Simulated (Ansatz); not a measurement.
# Preparing TiO2 (Pbcn) as a host crystal, part 2 of 2

Aim: the runs on the perfect crystal TiO2 (Pbcn) that a defect calculation needs first.

Ansatz 0.2.0; plane-wave PAW DFT, r2SCAN; relaxation of the host's cell and atoms; PAW set soft_1 (the session's first sound run).

So far. Step 3 (Dielectric tensors of the host): The principal values of the electronic dielectric tensor are 6.56, 7.66 and 8.12. The principal values of the static dielectric tensor are 32.60, 88.34 and 96.87.

## (5) Self-consistent run

This step: plane-wave PAW DFT, r2SCAN; single point of the defect-free supercell, a test of its k-points; PAW set soft_1 (Ansatz 0.2.0).

System of this step: TiO2 (Pbcn). The cell holds 96 atoms: 32 Ti and 64 O. Cell: a = 9.092 Å, b = 11.028 Å, c = 9.789 Å, α = 90.0°, β = 90.0°, γ = 90.0°.

pristine.sampling/input.yaml reads:

```yaml
crystal:
  lattice:
    - [9.09218302, 0.0, 0.0]
    - [0.0, 11.0276845349, 0.0]
    - [0.0, 0.0, 9.7892710761]
  atoms:
    - { symbol: Ti, position: [0.25, 0.33790859, 0.375] }
    - { symbol: Ti, position: [0.0, 0.41209141, 0.125] }
    - { symbol: Ti, position: [0.25, 0.16209141, 0.125] }
    - { symbol: Ti, position: [0.0, 0.08790859, 0.375] }
    - { symbol: O, position: [0.3644355928, 0.3090811155, 0.0404170916] }
    - { symbol: O, position: [0.1144355928, 0.4409188845, 0.4595829084] }
    - { symbol: O, position: [0.3855644072, 0.4409188845, 0.2904170916] }
    - { symbol: O, position: [0.1355644072, 0.3090811155, 0.2095829084] }
    - { symbol: O, position: [0.3644355928, 0.1909188845, 0.2904170916] }
    - { symbol: O, position: [0.1144355928, 0.0590811155, 0.2095829084] }
    - { symbol: O, position: [0.3855644072, 0.0590811155, 0.0404170916] }
    - { symbol: O, position: [0.1355644072, 0.1909188845, 0.4595829084] }
    - { symbol: Ti, position: [0.25, 0.33790859, 0.875] }
    - { symbol: Ti, position: [0.0, 0.41209141, 0.625] }
    - { symbol: Ti, position: [0.25, 0.16209141, 0.625] }
    - { symbol: Ti, position: [0.0, 0.08790859, 0.875] }
    - { symbol: O, position: [0.3644355928, 0.3090811155, 0.5404170916] }
    - { symbol: O, position: [0.1144355928, 0.4409188845, 0.9595829084] }
    - { symbol: O, position: [0.3855644072, 0.4409188845, 0.7904170916] }
    - { symbol: O, position: [0.1355644072, 0.3090811155, 0.7095829084] }
    - { symbol: O, position: [0.3644355928, 0.1909188845, 0.7904170916] }
    - { symbol: O, position: [0.1144355928, 0.0590811155, 0.7095829084] }
    - { symbol: O, position: [0.3855644072, 0.0590811155, 0.5404170916] }
    - { symbol: O, position: [0.1355644072, 0.1909188845, 0.9595829084] }
    - { symbol: Ti, position: [0.25, 0.83790859, 0.375] }
    - { symbol: Ti, position: [0.0, 0.91209141, 0.125] }
    - { symbol: Ti, position: [0.25, 0.66209141, 0.125] }
    - { symbol: Ti, position: [0.0, 0.58790859, 0.375] }
    - { symbol: O, position: [0.3644355928, 0.8090811155, 0.0404170916] }
    - { symbol: O, position: [0.1144355928, 0.9409188845, 0.4595829084] }
[... 60 atom lines left out ...]
    - { symbol: O, position: [0.8855644072, 0.9409188845, 0.7904170916] }
    - { symbol: O, position: [0.6355644072, 0.8090811155, 0.7095829084] }
    - { symbol: O, position: [0.8644355928, 0.6909188845, 0.7904170916] }
    - { symbol: O, position: [0.6144355928, 0.5590811155, 0.7095829084] }
    - { symbol: O, position: [0.8855644072, 0.5590811155, 0.5404170916] }
    - { symbol: O, position: [0.6355644072, 0.6909188845, 0.9595829084] }
basis:
  ecutwfc: 500
  xc_grid: 2
hamiltonian:
  xc: r2scan
  pseudopotentials: { kind: paw, azcp: { folder: soft_1 } }
kpoints:
  mp_grid: { grid: [1, 1, 1], shift: [0.25, 0.25, 0.25] }
scf:
  occupations: { method: fermi_dirac, width: 0.01 }
  max_iter: 80
```

Run with:

```
> ansatz run input.yaml --threads 32 --pin off --max-ram 56524MiB --backend cuda --events-out ev --progress --plain --runs-dir out --max-vram 78GiB
```

Numbers of over 12 decimals in the logs are rounded to 6 here.

The log of the run:

```text
[...]
GPU FFT provider: cuFFT
GPU libraries: cuBLAS 13.8.1, cuFFT 12.4.0, cuSOLVER 12.3.2
[...]
Crystal: 96 atoms, lattice volume = 981.528 Å³
Basis set: ecut = 500 eV, 24899 PW (Γ), exchange–correlation on 144×162×144 points (8 copies of the dense FFT grid, shifted against one another)
Bands: 480, of which v1, the nominal top of the filled ones, is band 384 counted from 1 (383 counted from 0)
Symmetry: 16 space group operations
k-points: 1
[...]
GPU buffer pool allocated for 419904 grid points (all kernels)
[...]
SCF iter   1: F=—  HF=-116678.983046 eV  |F-HF|=—  |Δ(HF+E_count)|=         —  Δρ=8.09e-2  dr2=6.33e1  dr2_τ=1.11e1  ethr=3.10e-3  ⟨swp⟩=6.0  Hψ=1516  notcnv=0  defer=9
[...]
SCF iter   9: F=-116681.841475 eV  HF=-116681.841476 eV  |F-HF|=3.88e-7  |Δ(HF+E_count)|=   2.63e-6  Δρ=9.70e-6  dr2=8.38e-7  dr2_τ=7.29e-8  ethr=1.28e-10  ⟨swp⟩=2.0  Hψ=1246  notcnv=0
SCF 1 converged in 9 iterations: F = -116681.841475 eV  dr2 = 8.38e-7
[...]
SCF converged after 9 iterations
Free energy (F): -116681.841475 eV
[...]
Internal energy: -116681.841475 eV  (E = F + TS)
E sigma→0 (E₀):  -116681.841475 eV
Fermi energy:    10.088498 eV
[...]
```

Elapsed: 1.6 s, on 1 × NVIDIA GB200 with 32 threads of Arm Neoverse V2, shared host; peak memory 1.4 GiB.

This step gave:

- energy over dense mesh: -4.36e-6 eV/atom

## (6) Defect free supercell relaxed from its symmetric sites

This cell, the one that will hold the defects, is built from the relaxed host. Its coarser k-points can move the atoms a little, so it is relaxed from the symmetric sites, as the reference for the test of stability.

This step: plane-wave PAW DFT, r2SCAN; relaxation of the defect-free supercell from its symmetric sites; PAW set soft_1 (Ansatz 0.2.0).

pristine.symmetric/input.yaml, as its differences from pristine.sampling/input.yaml of step 5:

```diff
@@ -54 +54,12 @@
   max_iter: 80
+output:
+  forces: true
+relax:
+  f_tol: 0.01
+  max_steps: 60
+  escape_saddle: false
+checkpoint:
+  write: "../pristine.symmetric.run"
+  compress: false
+  write_wavefunctions: false
+  write_every: 100000
```

The log of the run:

```text
[...]
Crystal: 96 atoms, lattice volume = 981.528 Å³
Basis set: ecut = 500 eV, 24899 PW (Γ), exchange–correlation on 144×162×144 points (8 copies of the dense FFT grid, shifted against one another)
Bands: 480, of which v1, the nominal top of the filled ones, is band 384 counted from 1 (383 counted from 0)
Symmetry: 16 space group operations
k-points: 1
[...]
SCF iter   1: F=—  HF=-116678.983046 eV  |F-HF|=—  |Δ(HF+E_count)|=         —  Δρ=8.09e-2  dr2=6.33e1  dr2_τ=1.11e1  ethr=3.10e-3  ⟨swp⟩=6.0  Hψ=1516  notcnv=0  defer=9
[...]
SCF iter   4: F=—  HF=-116681.846708 eV  |F-HF|=—  |Δ(HF+E_count)|=   6.00e-1  Δρ=5.83e-3  dr2=3.16e-1  dr2_τ=2.16e-2  ethr=5.84e-4  ⟨swp⟩=4.0  Hψ=682  notcnv=0  defer=41
[...]
SCF iter  10: F=-116681.841475 eV  HF=-116681.841476 eV  |F-HF|=3.37e-7  |Δ(HF+E_count)|=   1.02e-7  Δρ=7.18e-6  dr2=4.21e-7  dr2_τ=4.74e-8  ethr=1.15e-10  ⟨swp⟩=2.0  Hψ=1116  notcnv=0
SCF 1 converged in 10 iterations: F = -116681.841475 eV  dr2 = 4.21e-7
[...]
relax step   1: F+E_penalty+E_count = -116681.84147535 eV  Δ(F+E_penalty+E_count) = +0.000e0 eV  max|allowed force component| = 1.638e-2 eV/Å  Δτ_max = 0.0000 Å  (10 SCF iters, dr2 threshold 2.50e-6 eV, accepted)
[...]
iter 1 solved again at ethr=4.42e-9 eV; its pass at ethr=3.10e-3 eV (dr2=3.39e-5 eV) is discarded
SCF iter   1: F=—  HF=-116681.841652 eV  |F-HF|=—  |Δ(HF+E_count)|=         —  Δρ=7.97e-5  dr2=3.73e-5  dr2_τ=1.65e-3  ethr=4.42e-9  ⟨swp⟩=2.0  Hψ=1282  notcnv=0  defer=38
[...]
SCF 2 converged in 6 iterations: F = -116681.841824 eV  dr2 = 8.05e-8
relax step   2: F+E_penalty+E_count = -116681.84182351 eV  Δ(F+E_penalty+E_count) = -3.482e-4 eV  max|allowed force component| = 5.409e-3 eV/Å  Δτ_max = 0.0012 Å  (6 SCF iters, accepted)
[...]
SCF 3 converged in 2 iterations: F = -116681.841824 eV  dr2 = 1.32e-8
SCF converged after 2 iterations
[...]
- { symbol: Ti, position: [0.250009, 0.662064, 0.624984] }
    - { symbol: Ti, position: [-6.14745022635082e-6, 0.587897, 0.874978] }
    - { symbol: O, position: [0.364527, 0.809032, 0.540380] }
    - { symbol: O, position: [0.114327, 0.940876, 0.959544] }
    - { symbol: O, position: [0.385542, 0.940909, 0.790400] }
    - { symbol: O, position: [0.135585, 0.809049, 0.709563] }
    - { symbol: O, position: [0.364415, 0.690951, 0.790437] }
    - { symbol: O, position: [0.114458, 0.559091, 0.709600] }
    - { symbol: O, position: [0.385673, 0.559124, 0.540456] }
    - { symbol: O, position: [0.135473, 0.690968, 0.959620] }
    - { symbol: Ti, position: [0.749991, 0.337936, 0.375016] }
    - { symbol: Ti, position: [0.500006, 0.412103, 0.125022] }
    - { symbol: Ti, position: [0.750009, 0.162064, 0.124984] }
    - { symbol: Ti, position: [0.499994, 0.087897, 0.374978] }
    - { symbol: O, position: [0.864527, 0.309032, 0.040380] }
    - { symbol: O, position: [0.614327, 0.440876, 0.459544] }
    - { symbol: O, position: [0.885542, 0.440909, 0.290400] }
    - { symbol: O, position: [0.635585, 0.309049, 0.209563] }
    - { symbol: O, position: [0.864415, 0.190951, 0.290437] }
    - { symbol: O, position: [0.614458, 0.059091, 0.209600] }
    - { symbol: O, position: [0.885673, 0.059124, 0.040456] }
    - { symbol: O, position: [0.635473, 0.190968, 0.459620] }
    - { symbol: Ti, position: [0.749991, 0.337936, 0.875016] }
    - { symbol: Ti, position: [0.500006, 0.412103, 0.625022] }
    - { symbol: Ti, position: [0.750009, 0.162064, 0.624984] }
    - { symbol: Ti, position: [0.499994, 0.087897, 0.874978] }
    - { symbol: O, position: [0.864527, 0.309032, 0.540380] }
    - { symbol: O, position: [0.614327, 0.440876, 0.959544] }
    - { symbol: O, position: [0.885542, 0.440909, 0.790400] }
    - { symbol: O, position: [0.635585, 0.309049, 0.709563] }
    - { symbol: O, position: [0.864415, 0.190951, 0.790437] }
    - { symbol: O, position: [0.614458, 0.059091, 0.709600] }
    - { symbol: O, position: [0.885673, 0.059124, 0.540456] }
    - { symbol: O, position: [0.635473, 0.190968, 0.959620] }
    - { symbol: Ti, position: [0.749991, 0.837936, 0.375016] }
    - { symbol: Ti, position: [0.500006, 0.912103, 0.125022] }
    - { symbol: Ti, position: [0.750009, 0.662064, 0.124984] }
    - { symbol: Ti, position: [0.499994, 0.587897, 0.374978] }
    - { symbol: O, position: [0.864527, 0.809032, 0.040380] }
    - { symbol: O, position: [0.614327, 0.940876, 0.459544] }
    - { symbol: O, position: [0.885542, 0.940909, 0.290400] }
    - { symbol: O, position: [0.635585, 0.809049, 0.209563] }
    - { symbol: O, position: [0.864415, 0.690951, 0.290437] }
    - { symbol: O, position: [0.614458, 0.559091, 0.209600] }
    - { symbol: O, position: [0.885673, 0.559124, 0.040456] }
    - { symbol: O, position: [0.635473, 0.690968, 0.459620] }
    - { symbol: Ti, position: [0.749991, 0.837936, 0.875016] }
    - { symbol: Ti, position: [0.500006, 0.912103, 0.625022] }
    - { symbol: Ti, position: [0.750009, 0.662064, 0.624984] }
    - { symbol: Ti, position: [0.499994, 0.587897, 0.874978] }
    - { symbol: O, position: [0.864527, 0.809032, 0.540380] }
    - { symbol: O, position: [0.614327, 0.940876, 0.959544] }
    - { symbol: O, position: [0.885542, 0.940909, 0.790400] }
    - { symbol: O, position: [0.635585, 0.809049, 0.709563] }
    - { symbol: O, position: [0.864415, 0.690951, 0.790437] }
    - { symbol: O, position: [0.614458, 0.559091, 0.709600] }
    - { symbol: O, position: [0.885673, 0.559124, 0.540456] }
    - { symbol: O, position: [0.635473, 0.690968, 0.959620] }
```

Wall time 3 s (1 × NVIDIA GB200 with 32 threads); peak memory 1.4 GiB.

No atom moved by 0.005 Å in the relaxation.

## (7) Defect free supercell relaxed from displaced atoms

This step: plane-wave PAW DFT, r2SCAN; relaxation of the defect-free supercell from random displacements, a test of the host's stability; PAW set soft_1 (Ansatz 0.2.0).

pristine.rattled/input.yaml, as its differences from pristine.symmetric/input.yaml of step 6:

```diff
@@ -58,6 +58,6 @@
   f_tol: 0.01
-  max_steps: 60
-  escape_saddle: false
+  max_steps: 120
+  random_displacement: { amplitude: 0.08, seed: 3361 }
 checkpoint:
-  write: "../pristine.symmetric.run"
+  write: "../pristine.rattled.run"
   compress: false
```

The log of the run:

```text
[...]
Crystal: 96 atoms, lattice volume = 981.528 Å³
Basis set: ecut = 500 eV, 24899 PW (Γ), exchange–correlation on 144×162×144 points (8 copies of the dense FFT grid, shifted against one another)
Bands: 480, of which v1, the nominal top of the filled ones, is band 384 counted from 1 (383 counted from 0)
Symmetry: 1 space group operations
k-points: 1
[...]
SCF iter   1: F=—  HF=-116674.513639 eV  |F-HF|=—  |Δ(HF+E_count)|=         —  Δρ=8.18e-2  dr2=6.61e1  dr2_τ=1.13e1  ethr=3.10e-3  ⟨swp⟩=4.0  Hψ=1451  notcnv=0  defer=13
[...]
SCF iter   3: F=—  HF=-116676.041091 eV  |F-HF|=—  |Δ(HF+E_count)|=    1.22e0  Δρ=2.37e-2  dr2=4.87e0  dr2_τ=2.56e-1  ethr=1.45e-3  ⟨swp⟩=2.0  Hψ=600  notcnv=0  defer=49
[...]
SCF 1 converged in 11 iterations: F = -116676.557530 eV  dr2 = 1.07e-6
[...]
relax step   1: F+E_penalty+E_count = -116676.55752998 eV  Δ(F+E_penalty+E_count) = +0.000e0 eV  max|allowed force component| = 3.777e0 eV/Å  Δτ_max = 0.0000 Å  (11 SCF iters, dr2 threshold 2.50e-6 eV, accepted)
[...]
relax step   2: F+E_penalty+E_count = -116680.66611352 eV  Δ(F+E_penalty+E_count) = -4.109e0 eV  max|allowed force component| = 1.426e0 eV/Å  Δτ_max = 0.1077 Å  (7 SCF iters, dr2 threshold 1.00e-4 eV, accepted)
relax step   3: F+E_penalty+E_count = -116681.83481754 eV  Δ(F+E_penalty+E_count) = -1.169e0 eV  max|allowed force component| = 6.736e-2 eV/Å  Δτ_max = 0.0894 Å  (7 SCF iters, dr2 threshold 1.00e-4 eV, accepted)
relax step   4: F+E_penalty+E_count = -116681.83843761 eV  Δ(F+E_penalty+E_count) = -3.620e-3 eV  max|allowed force component| = 3.407e-2 eV/Å  Δτ_max = 0.0139 Å  (7 SCF iters, dr2 threshold 2.84e-7 eV, accepted)
[...]
SCF 5 converged in 7 iterations: F = -116681.841819 eV  dr2 = 4.95e-8
relax step   5: F+E_penalty+E_count = -116681.84181935 eV  Δ(F+E_penalty+E_count) = -3.382e-3 eV  max|allowed force component| = 6.655e-3 eV/Å  Δτ_max = 0.0045 Å  (7 SCF iters, accepted)
[...]
SCF 6 converged in 2 iterations: F = -116681.841819 eV  dr2 = 2.25e-8
SCF converged after 2 iterations
[...]
- { symbol: Ti, position: [0.249449, 0.663017, 0.625065] }
    - { symbol: Ti, position: [-0.000563, 0.588849, 0.875059] }
    - { symbol: O, position: [0.363918, 0.809999, 0.540454] }
    - { symbol: O, position: [0.113807, 0.941848, 0.959640] }
    - { symbol: O, position: [0.384976, 0.941869, 0.790464] }
    - { symbol: O, position: [0.135005, 0.810004, 0.709604] }
    - { symbol: O, position: [0.363862, 0.691921, 0.790519] }
    - { symbol: O, position: [0.113877, 0.560043, 0.709661] }
    - { symbol: O, position: [0.385063, 0.560067, 0.540495] }
    - { symbol: O, position: [0.134949, 0.691911, 0.959667] }
    - { symbol: Ti, position: [0.749494, 0.338903, 0.375085] }
    - { symbol: Ti, position: [0.499489, 0.413063, 0.125073] }
    - { symbol: Ti, position: [0.749423, 0.163009, 0.125096] }
    - { symbol: Ti, position: [0.499446, 0.088841, 0.375081] }
    - { symbol: O, position: [0.863933, 0.310006, 0.040458] }
    - { symbol: O, position: [0.613821, 0.441838, 0.459624] }
    - { symbol: O, position: [0.885013, 0.441862, 0.290445] }
    - { symbol: O, position: [0.635028, 0.309997, 0.209618] }
    - { symbol: O, position: [0.863880, 0.191913, 0.290527] }
    - { symbol: O, position: [0.613895, 0.060027, 0.209687] }
    - { symbol: O, position: [0.885072, 0.060069, 0.040530] }
    - { symbol: O, position: [0.634968, 0.191898, 0.459688] }
    - { symbol: Ti, position: [0.749489, 0.338892, 0.875080] }
    - { symbol: Ti, position: [0.499477, 0.413074, 0.625071] }
    - { symbol: Ti, position: [0.749419, 0.163008, 0.625092] }
    - { symbol: Ti, position: [0.499449, 0.088840, 0.875099] }
    - { symbol: O, position: [0.863936, 0.310004, 0.540464] }
    - { symbol: O, position: [0.613824, 0.441844, 0.959619] }
    - { symbol: O, position: [0.884996, 0.441873, 0.790450] }
    - { symbol: O, position: [0.635016, 0.309998, 0.709615] }
    - { symbol: O, position: [0.863865, 0.191916, 0.790547] }
    - { symbol: O, position: [0.613888, 0.060031, 0.709695] }
    - { symbol: O, position: [0.885071, 0.060066, 0.540532] }
    - { symbol: O, position: [0.634954, 0.191908, 0.959687] }
    - { symbol: Ti, position: [0.749431, 0.838896, 0.375064] }
    - { symbol: Ti, position: [0.499414, 0.913061, 0.125094] }
    - { symbol: Ti, position: [0.749442, 0.663010, 0.125051] }
    - { symbol: Ti, position: [0.499441, 0.588839, 0.375052] }
    - { symbol: O, position: [0.863902, 0.810006, 0.040459] }
    - { symbol: O, position: [0.613802, 0.941838, 0.459637] }
    - { symbol: O, position: [0.884984, 0.941861, 0.290470] }
    - { symbol: O, position: [0.634985, 0.809989, 0.209612] }
    - { symbol: O, position: [0.863869, 0.691908, 0.290514] }
    - { symbol: O, position: [0.613887, 0.560030, 0.209662] }
    - { symbol: O, position: [0.885058, 0.560059, 0.040493] }
    - { symbol: O, position: [0.634953, 0.691897, 0.459667] }
    - { symbol: Ti, position: [0.749424, 0.838900, 0.875069] }
    - { symbol: Ti, position: [0.499424, 0.913061, 0.625087] }
    - { symbol: Ti, position: [0.749451, 0.663006, 0.625042] }
    - { symbol: Ti, position: [0.499438, 0.588843, 0.875048] }
    - { symbol: O, position: [0.863910, 0.809995, 0.540468] }
    - { symbol: O, position: [0.613799, 0.941851, 0.959627] }
    - { symbol: O, position: [0.884982, 0.941867, 0.790474] }
    - { symbol: O, position: [0.635005, 0.809991, 0.709611] }
    - { symbol: O, position: [0.863880, 0.691916, 0.790507] }
    - { symbol: O, position: [0.613883, 0.560043, 0.709664] }
    - { symbol: O, position: [0.885068, 0.560059, 0.540490] }
    - { symbol: O, position: [0.634959, 0.691906, 0.959664] }
```

Wall time 5.6 s (1 × NVIDIA GB200 with 32 threads); peak memory 1.5 GiB; 18 s of CPU time.

Relaxation path:

| step | energy less that of the first step (eV) | largest force component (eV/Å) |
| --- | --- | --- |
| 1 | 0.0000 | 3.7765 |
| 2 | -4.1086 | 1.4255 |
| 3 | -5.2773 | 0.0674 |
| 4 | -5.2809 | 0.0341 |
| 5 | -5.2843 | 0.0067 |

The relaxation ends 55 meV an atom lower than the displaced start, with a largest force component of 0.0067 eV/Å.

## (8) Outcome

- primitive cell vectors, lengths: 4.546, 5.514, 4.895 Å
- electronic dielectric constant: principal values (6.56, 7.66, 8.12)
- static dielectric constant: principal values (32.60, 88.34, 96.87)
- gap on the k-mesh of the response run (PBEsol): 2.67 eV
- supercell relaxed in its symmetry less the displaced and relaxed one: 0.000 eV
- energy an atom at one point at (¼, ¼, ¼) less that on the dense mesh: 0.000 eV

**Reading.** Step 7: The energy fell by 5.284 eV from the randomly displaced start; the atoms end within 0.005 Å of the sites as typed, once the mean shift is taken out. The displaced cell ends within 0.01 eV of the symmetric one relaxed in its symmetry, so no lower structure shows in this supercell. The k-mesh can miss the band edges, so this gap is an upper bound at this level. All at zero temperature.

[Logs are printed without paths, hosts, clocks, repeated set-up lines and the standing remarks that a program may print on its own settings, such as how far it seeks lower states.]

[Hosts, paths, dates, database ids (printed as entryN), source tags and the programs' standing remarks are cut or masked in the printed files.]

[Runs of the host that timed out are not shown.]

[For some hosts the program warned that the k-mesh of the response run may be too coarse for force constants and the static dielectric constant; such warnings are not always shown.]
